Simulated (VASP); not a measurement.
# WC (P1) in VASP: notebook

The runs below take WC through single point, with LDA.

Program: VASP 6.6.1. These are calculated values, not measurements. Logs are shortened: lines on timing, memory, paths and dates and some standing lists are left out, and cuts for length are marked.

**1. The structure**

The typed cell holds 4 atoms: a = 2.827 Å, b = 2.892 Å, c = 5.568 Å, α = 87.94°, β = 89.87°, γ = 60.75°.

The cell was built by a generator and needn't be a form met in nature.

**2. Single point, LDA**

INCAR reads:

```
SYSTEM = WC
  PREC = Accurate
  ENCUT = 520
  EDIFF = 1E-6
  ISMEAR = -1
  SIGMA = 0.05
  LREAL = .False.
  LASPH = .True.
  NELM = 80
  ALGO = Normal
  ISIF = 2
  LWAVE = .False.
  LCHARG = .False.
  NBANDS = 26
```

KPOINTS reads:

```
regular mesh
0
Gamma
  6 6 3
  0 0 0
```

POSCAR reads:

```
WC
1.0
    1.4132450000      2.4479420000      0.0031130000
   -1.4783310000      2.4855200000      0.0513430000
   -0.0941650000      0.0613840000      5.5667870000
W C
2 2
Direct
    0.9417998946      0.0355167592      0.9782983685
    0.0140899298      0.9456876160      0.5066659994
    0.6140512156      0.6219239076      0.2549186846
    0.6026724246      0.7351222772      0.7482688843
```

Potentials or basis: VASP PAW LDA potentials, release 64 (W_sv, C).

Run with:

```console
> cat potpaw_LDA.64/W_sv/POTCAR potpaw_LDA.64/C/POTCAR > POTCAR
> mpirun -np 1 vasp_std > vasp.out
```

OUTCAR:

```text
SYSTEM = WC
   PREC = Accurate
   ENCUT = 520
   EDIFF = 1E-6
   ISMEAR = -1
   LREAL = .False.
   LASPH = .True.
   NELM = 80
   ISIF = 2

 ion  position               nearest neighbor table
   1  0.942  0.036  0.978-   4 2.05   4 2.09   4 2.14   3 2.18   3 2.25   3 2.37   2 2.65   2 2.94

   2  0.014  0.946  0.507-   4 1.98   4 2.04   3 2.06   3 2.17   3 2.29   4 2.45   1 2.65   1 2.94

   3  0.614  0.622  0.255-   2 2.06   2 2.17   1 2.18   1 2.25   2 2.29   1 2.37
   4  0.603  0.735  0.748-   2 1.98   2 2.04   1 2.05   1 2.09   1 2.14   2 2.45

  LATTYP: Found a triclinic cell.
 ALAT       =     2.8923879960
 B/A-ratio  =     0.9772562249
 C/A-ratio  =     1.9250258788
 COS(alpha) =     0.0021930984
 COS(beta)  =     0.0358651628
 COS(gamma) =     0.4886867205

  Lattice vectors:

 A1 = (   1.4783310000,  -2.4855200000,  -0.0513430000)
 A2 = (  -1.4132450000,  -2.4479420000,  -0.0031130000)
 A3 = (   0.0941650000,  -0.0613840000,  -5.5667870000)

Analysis of symmetry for initial positions (statically):
=====================================================================
 Subroutine PRICEL returns:
 Original cell was already a primitive cell.

 Routine SETGRP: Setting up the symmetry group for a
 triclinic supercell.

 Subroutine GETGRP returns: Found  1 space group operations
 (whereof  1 operations were pure point group operations)
 out of a pool of  2 trial point group operations.

The static configuration has the point symmetry C_1 .

Analysis of symmetry for dynamics (positions and initial velocities):
=====================================================================
 Subroutine PRICEL returns:
 Original cell was already a primitive cell.

 Routine SETGRP: Setting up the symmetry group for a
 triclinic supercell.

 Subroutine GETGRP returns: Found  1 space group operations
 (whereof  1 operations were pure point group operations)
 out of a pool of  2 trial point group operations.

The dynamic configuration has the point symmetry C_1 .

 Subroutine INISYM returns: Found  1 space group operations
 (whereof  1 operations are pure point group operations),
 and found     1 'primitive' translations

----------------------------------------------------------------------------------------

                                     Primitive cell

[... 79 lines left out ...]
   dimension x,y,z NGX =    24 NGY =   24 NGZ =   42
   dimension x,y,z NGXF=    48 NGYF=   48 NGZF=   84
   ions per type =               2   2
   NGX,Y,Z   is equivalent  to a cutoff of  14.12, 13.79, 12.54 a.u.
   NGXF,Y,Z  is equivalent  to a cutoff of  28.23, 27.59, 25.08 a.u.
 SYSTEM =  WC
   PREC   = accura    normal or accurate (medium, high low for compatibility)
   ISTART =      0    job   : 0-new  1-cont  2-samecut
   ICHARG =      2    charge: 1-file 2-atom 10-const
   ISPIN  =      1    spin polarized calculation?
   LNONCOLLINEAR =      F non collinear calculations
   LSORBIT =      F    spin-orbit coupling
   LASPH  =      T    aspherical Exc in radial PAW
   ENCUT  =  520.0 eV  38.22 Ry    6.18 a.u.   5.26  5.38 10.35*2*pi/ulx,y,z
   NELM   =     80;   NELMIN=  2; NELMDL= -5     # of ELM steps
   EDIFF  = 0.1E-05   stopping-criterion for ELM
   LREAL  =      F    real-space projection
[... 7 lines left out ...]
   TEBEG  =    0.0;   TEEND  =   0.0 temperature during run
   PSTRESS=    0.0 pullay stress
   NELECT =      36.0000    total number of electrons
   NUPDOWN=      -1.0000    fix difference up-down
   EMIN   =  10.00;   EMAX   =-10.00  energy-range for DOS
   EFERMI =   0.00;   METHOD = LEGACY
   ISMEAR =    -1;   SIGMA  =   0.05  broadening in eV -4-tet -1-fermi 0-gaus
   EFERMI_NEDOS =   21; number of points for ismear=-14 and -15
   IALGO  =     38    algorithm
   IMIX   =      4    mixing-type and parameters
     AMIX     =   0.40;   BMIX     =  1.00
     AMIX_MAG =   1.60;   BMIX_MAG =  1.00
  volume/ion in A,a.u.               =       9.92        66.95
  Fermi-wavevector in a.u.,A,eV,Ry     =   1.584788  2.994816 34.171768  2.511554
  Thomas-Fermi vector in A             =   2.684352
   LORBIT       =      0    0 simple, 1 ext, 2 COOP (PROOUT), +10 PAW based schemes
   GGA     = CA    functional components
   LHFCALC =     F    Hartree Fock is set to
   AEXX    =    0.0000 exact exchange contribution
   IVDW    =     0    specifies the selected vdW correction
   LEPSILON=     F    determine dielectric tensor
   LRPA    =     F    only Hartree local field effects (RPA)
 non-spin polarized calculation
  energy-cutoff  :      520.00
  volume of cell :       39.68
 maximum number of plane-waves:      1085
 NGX is ok and might be reduce to    24
   NGX = 11   NGY = 11   NGZ = 21

 number of electron      36.0000001 magnetization

 Free energy of the ion-electron system (eV)
  ---------------------------------------------------
  ext. energy  EPLUGINS =         0.00000000
  ---------------------------------------------------
  free energy    TOTEN  =       -48.13569285 eV

  energy without entropy =      -48.12759543  energy(sigma->0) =      -48.13164414

 E-fermi :  11.8831     XC(G=0): -14.2000

 val. band max:       11.8376009363   @ k =   0.1667   0.1667   0.3333
 cond. band min:      11.9200086361   @ k =   0.5000   0.5000   0.3333
 fundamental gap:      0.0824076999
 Fermi energy:        11.8831246688

 k-point     1 :       0.0000    0.0000    0.0000
  band No.  band energies     occupation
      1     -61.7615      2.00000
      2     -61.6568      2.00000
      3     -26.9743      2.00000
      4     -25.9824      2.00000
      5     -25.9132      2.00000
      6     -25.8789      2.00000
[... 685 lines left out ...]
     25      18.9393      0.00000
     26      19.8616      0.00000

 [... further k-points ...]
[... 5 lines left out ...]
  --------------------------------------------------------------------------------------
  -------------------------------------------------------------------------------------
  Total        4.0689908      6.1877952      7.9338996      3.4466659     -0.7508277      1.0120287
  in kB      164.2797756    249.8235170    320.3200237    139.1542844    -30.3136094     40.8592351
  external PRESSURE =     244.8077721 kB  Pullay stress =       0.0000000 kB

 VOLUME and BASIS-vectors are now :
 -----------------------------------------------------------------------------
  energy-cutoff  :      520.00
  volume of cell :       39.68
      direct lattice vectors                 reciprocal lattice vectors
     1.413245000  2.447942000  0.003113000     0.348585838  0.207256367  0.003611124
    -1.478331000  2.485520000  0.051343000    -0.343389053  0.198255412 -0.007994727
    -0.094165000  0.061384000  5.566787000     0.002972177 -0.001944428  0.179708552

 POSITION                                       TOTAL-FORCE (eV/Angst)
 -----------------------------------------------------------------------------------
      1.18637      2.45380      5.45073         0.854754     -0.460696      5.240936
     -1.42584      2.41612      2.86910        -3.680453     -0.397822     -5.298761
     -0.07561      3.06461      1.45292         0.595845      1.524766     -1.097406
     -0.30549      3.34840      4.20507         2.229855     -0.666248      1.155231
 -----------------------------------------------------------------------------------
    total drift:                                0.000432     -0.000064     -0.000292

  FREE ENERGIE OF THE ION-ELECTRON SYSTEM (eV)
  ---------------------------------------------------
  free  energy   TOTEN  =       -48.1356928470 eV

  energy  without entropy=      -48.1275954268  energy(sigma->0) =      -48.13164414
```

stdout:

```text
POSCAR found type information on POSCAR W C
 POSCAR found :  2 types and       4 ions
 scaLAPACK will be used
 LDA part: xc-table for (Slater(with rela. corr.)+CA(PZ))
 , standard interpolation
 POSCAR, INCAR and KPOINTS ok, starting setup
 FFT: planning ... GRIDC
 FFT: planning ... GRID_SOFT
 FFT: planning ... GRID
 WAVECAR not read
 entering main loop
```

It took 77 s on 1 thread of Intel Xeon Platinum 8375C at 2.90GHz (Ice Lake), shared host; peak memory 0.17 GiB.

What came out:

```yaml
Free_energy: -48.1357 eV
Pressure: 24.5 GPa
Largest_force: 6.464 eV/Å
Band_gap_on_the_k_mesh: none (metal or under the smearing width)
```

Forces in eV/Å, atoms in the order of the input:
```
W    0.855 -0.461  5.241
W   -3.680 -0.398 -5.299
C    0.596  1.525 -1.097
C    2.230 -0.666  1.155
```

Stress tensor (GPa, compression positive):
```
16.43 13.92  4.09
13.92 24.98 -3.03
 4.09 -3.03 32.03
```

Caveat: the k mesh is coarse (spacing up to 0.42 Å⁻¹), so the values aren't converged; so large a pressure means that the cell lies far from this level's equilibrium, or that cutoff or potentials fall short; forces of over 1 eV/Å show positions far from the minimum, so gaps and moduli don't describe the material at rest. Spin-orbit coupling is left out, which matters for the levels of W.

**3. Single point, LDA**

INCAR reads:

```
SYSTEM = WC
PREC = Accurate
ENCUT = 520
EDIFF = 1E-6
ISMEAR = -1
SIGMA = 0.05
LREAL = .FALSE.
LASPH = .TRUE.
NELM = 60
ALGO = Fast
ISIF = 2
LWAVE = .FALSE.
LCHARG = .TRUE.
GGA = CA
LELF = .TRUE.
LVHAR = .TRUE.
NBANDS = 26
```

KPOINTS reads:

```
regular mesh
0
G
  6 6 3
  0 0 0
```

POSCAR reads:

```
WC
1.0
    1.4132450000      2.4479420000      0.0031130000
   -1.4783310000      2.4855200000      0.0513430000
   -0.0941650000      0.0613840000      5.5667870000
W C
2 2
Direct
    0.9415637662      0.0317975219      0.9817238080
    0.0147847605      0.9446944480      0.5041512327
    0.6060040836      0.6678374672      0.2557469381
    0.6036912393      0.7613399020      0.7335023299
```

Potentials or basis: VASP PAW LDA potentials, release 64 (W_sv, C).

Run with:

```console
> cat potpaw_LDA.64/W_sv/POTCAR potpaw_LDA.64/C/POTCAR > POTCAR
> mpirun -np 1 vasp_std > vasp.out
```

Run time: 52 s. Hardware: 1 thread of Intel Xeon Platinum 8375C at 2.90GHz (Ice Lake), shared host; peak memory 0.17 GiB.

It converged, with:

- Free energy: -47.8563 eV
- Pressure: 27.1 GPa
- Largest force: 7.584 eV/Å
- Band gap on the k mesh: none (metal or under the smearing width)

Forces on the atoms (eV/Å):
```
W    0.163  0.708  3.646
W   -5.048  1.196 -5.532
C    2.087  0.502 -2.138
C    2.799 -2.405  4.024
```

Stress tensor (GPa, compression positive):
```
13.46 18.80  3.32
18.80 32.35 -4.64
 3.32 -4.64 35.47
```

Levels at points of the mesh, in eV from the Fermi level:
```csv
k point,band 14,band 15,band 16,band 17,band 18,band 19,band 20,band 21,band 22,band 23
"(0.00, 0.00, 0.00)",-4.08,-2.78,-1.88,-1.27,-0.63,0.25,1.67,2.73,3.71,4.02
"(0.50, 0.00, 0.00)",-4.69,-4.03,-3.36,-0.57,-0.01,2.17,4.10,4.36,5.02,5.30
"(0.00, 0.50, 0.00)",-5.16,-4.22,-3.18,-0.54,0.98,2.18,4.25,4.56,5.07,5.38
"(0.50, 0.50, 0.00)",-4.40,-4.14,-3.93,-0.72,0.53,1.85,4.13,4.36,5.05,5.41
```

Caveat: the k mesh is coarse (spacing up to 0.42 Å⁻¹), so the values aren't converged; so large a pressure means that the cell lies far from this level's equilibrium, or that cutoff or potentials fall short; forces of over 1 eV/Å show positions far from the minimum, so gaps and moduli don't describe the material at rest. The run has no spin-orbit coupling, so splittings on W are missing.
